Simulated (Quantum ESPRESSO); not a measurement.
## KBr (Fm-3m): a worked LO-TO splitting

Wanted: the LO mode of KBr (Fm-3m) from the TO mode and the field response.

Program: Quantum ESPRESSO 7.5. Level of theory: DFT LDA, scalar-relativistic, plane waves, PseudoDojo norm-conserving pseudopotentials. Results are calculated unless marked as measured.

### Step 1. Set-up

Symmetry: Fm-3m, No. 225, cubic system. The conventional cell has a = 6.370 Å, b = 6.370 Å, c = 6.370 Å, α = 90.00°, β = 90.00°, γ = 90.00°. K has 6 Br at 3.18 Å nearest. Br has 6 K at 3.18 Å nearest. Farther neighbours and most contacts between anions are not listed.

As a file:

```
CELL_PARAMETERS angstrom
0.00000 3.18493 3.18493
3.18493 0.00000 3.18493
3.18493 3.18493 0.00000
ATOMIC_POSITIONS crystal
K 0.00000 0.00000 0.00000
Br 0.50000 0.50000 0.50000
```

This is the cell after its relaxation at this level of theory, not the database cell from which that began.

### Step 2. What the response run gave

A linear-response run on the relaxed cell, with the response to an electric field; only its zone-centre results are used. Cutoff 72 Ry, k mesh 6×6×6.

Log:

```text
[banners, grids, parts of the stress and lines that vanish by symmetry left out]
Program PHONON v.7.5
     Reading xml data from directory:

[...]
Exchange-correlation= PW
                           (   1   4   0   0   0   0   0)
[...]
kinetic-energy cut-off    =      72.0000  Ry
     charge density cut-off    =     288.0000  Ry
     convergence threshold     =      1.0E-18
[...]
Exchange-correlation= PW
                           (   1   4   0   0   0   0   0)
[...]
q = (   0.0000000   0.0000000   0.0000000 )
     49 Sym.Ops. (with q -> -q+G )
     G cutoff =  528.5191  (  35845 G-vectors)     FFT grid: ( 45, 45, 45)
     number of k points=    16
[...]
Mode symmetry, O_h (m-3m)  point group:
[...]
Dielectric constant
[...]
End of electric fields calculation
          Dielectric constant in cartesian axis
          (       2.766023365      -0.000000000       0.000000000 )
          (      -0.000000000       2.766023365       0.000000000 )
          (       0.000000000       0.000000000       2.766023365 )
          Effective charges (d Force / dE) in cartesian axis without acoustic sum rule applied (asr)
           atom    1  K     Mean Z*:        1.10168
      Ex  (        1.10168       -0.00000       -0.00000 )
      Ey  (       -0.00000        1.10168       -0.00000 )
      Ez  (       -0.00000       -0.00000        1.10168 )
           atom    2  Br    Mean Z*:       -1.10422
      Ex  (       -1.10422       -0.00000       -0.00000 )
      Ey  (       -0.00000       -1.10422       -0.00000 )
      Ez  (       -0.00000       -0.00000       -1.10422 )
          Effective charges Sum: Mean:       -0.00254
[...]
Effective charges (d Force / dE) in cartesian axis with asr applied:
           atom    1  K     Mean Z*:        1.10295
[...]
atom    2  Br    Mean Z*:       -1.10295
[...]
Representation #   1 modes #   1   2   3
[...]
End of self-consistent calculation
     Convergence has been achieved
     Representation #   2 modes #   4   5   6
[...]
End of self-consistent calculation
     Convergence has been achieved
[...]
Dielectric constant in cartesian axis
          (       2.766023365      -0.000000000       0.000000000 )
          (      -0.000000000       2.766023365       0.000000000 )
          (       0.000000000       0.000000000       2.766023365 )
          Effective charges (d Force / dE) in cartesian axis without acoustic sum rule applied (asr)
           atom    1  K     Mean Z*:        1.10168
      Ex  (        1.10168       -0.00000       -0.00000 )
      Ey  (       -0.00000        1.10168       -0.00000 )
      Ez  (       -0.00000       -0.00000        1.10168 )
           atom    2  Br    Mean Z*:       -1.10422
      Ex  (       -1.10422       -0.00000       -0.00000 )
      Ey  (       -0.00000       -1.10422       -0.00000 )
      Ez  (       -0.00000       -0.00000       -1.10422 )
          Effective charges Sum: Mean:       -0.00254
[...]
Effective charges (d Force / dE) in cartesian axis with asr applied:
           atom    1  K     Mean Z*:        1.10295
[...]
atom    2  Br    Mean Z*:       -1.10295
[...]
q = (    0.000000000   0.000000000   0.000000000 )
[...]
freq (    1) =      -0.010200 [THz] =      -0.340230 [cm-1]
     freq (    2) =      -0.010200 [THz] =      -0.340230 [cm-1]
     freq (    3) =      -0.010200 [THz] =      -0.340230 [cm-1]
     freq (    4) =       3.899210 [THz] =     130.063644 [cm-1]
     freq (    5) =       3.899210 [THz] =     130.063644 [cm-1]
     freq (    6) =       3.899210 [THz] =     130.063644 [cm-1]
[...]
Mode symmetry, O_h (m-3m)  point group:
     freq (   1-   3) =         -0.3  [cm-1]   --> T_1u G_15  G_4- I
     freq (   4-   6) =        130.1  [cm-1]   --> T_1u G_15  G_4- I

   JOB DONE.
```

| quantity | value |
| --- | --- |
| cell volume Ω (Å³) | 64.615 |
| mass of K (u) | 39.098 |
| mass of Br (u) | 79.904 |
| Born charge of K, raw (e) | 1.102 |
| Born charge of Br, raw (e) | -1.104 |
| ε∞ | 2.766 |
| ω(TO) after the sum rule (cm⁻¹) | 130.1 |

### Step 3. The calculation

The charges must sum to zero over the cell; taking off their mean, -0.001 e, leaves Z* = 1.103 e on K. In the polar mode K moves against Br, so the reduced mass is μ = 39.10 × 79.90 / 119.00 = 26.253 u.

A longitudinal wave builds up a field that adds to the restoring force: ω(LO)² = ω(TO)² + 4π Z*² / (μ Ω ε∞), in Hartree atomic units. With μ = 47855 electron masses and Ω = 436.04 bohr³ the second term is 2.6486e-07 Ha², or 12758 cm⁻² (1 Ha = 219474.6 cm⁻¹).

So ω(LO) = √(16916 + 12758) = 172.3 cm⁻¹, and by the Lyddane-Sachs-Teller relation ε₀ = ε∞ (ω(LO)/ω(TO))² = 4.85.

### Step 4. Check against the program

The analysis program adds the same non-analytic term to the full matrix, here for q along (1 0 0).

Log:

```text
[banner, memory and clock lines left out]
Program DYNMAT v.7.5

     Reading Dynamical Matrix from file g.dyn
     ...Force constants read
     ...epsilon and Z* read

     Polarizability (A^3 units)
     multiply by 0.629456 for Clausius-Mossotti correction
         9.080650   -0.000000    0.000000
        -0.000000    9.080650    0.000000
         0.000000    0.000000    9.080650

     IR activities are in (D/A)^2/amu units

# mode   [cm-1]    [THz]      IR
    1     -0.00   -0.0000    0.0000
    2     -0.00   -0.0000    0.0000
    3     -0.00   -0.0000    0.0000
    4    130.06    3.8992    1.0691
    5    130.06    3.8992    1.0691
    6    172.26    5.1643    1.0691
```

ε₀ comes from the program's run without a direction of q.

| quantity | by hand | program |
| --- | --- | --- |
| ω(LO) (cm⁻¹) | 172.3 | 172.3 |
| ε₀ | 4.85 | 4.85 |

### Step 5. Summary of results

```json
{
  "TO mode": "130.1 cm⁻¹",
  "LO mode": "172.3 cm⁻¹",
  "static dielectric constant": "4.852"
}
```

In words: The LO mode of KBr (Fm-3m) lies at 172 cm⁻¹, 42 cm⁻¹ above the TO mode; the formula meets the program within 0.1 cm⁻¹, as it must for a cubic crystal with one polar mode. ω(LO)² − ω(TO)² goes with Z*²/ε∞: an error of 5 % in ε∞ would move the LO mode by 1.8 cm⁻¹, and semilocal functionals tend to overestimate ε∞. These are harmonic values at zero temperature, at the volume of this functional, for the structure held cubic; stability elsewhere in the zone is no part of this calculation.

[Host names and launcher messages were left out of these logs when they were recorded.]

[Logs are printed without paths, hosts, clocks, repeated set-up lines and the standing remarks that a program may print on its own settings, such as how far it seeks lower states.]

[Hosts, paths, dates, database ids (printed as entryN), source tags and the programs' standing remarks are cut or masked in the printed files.]
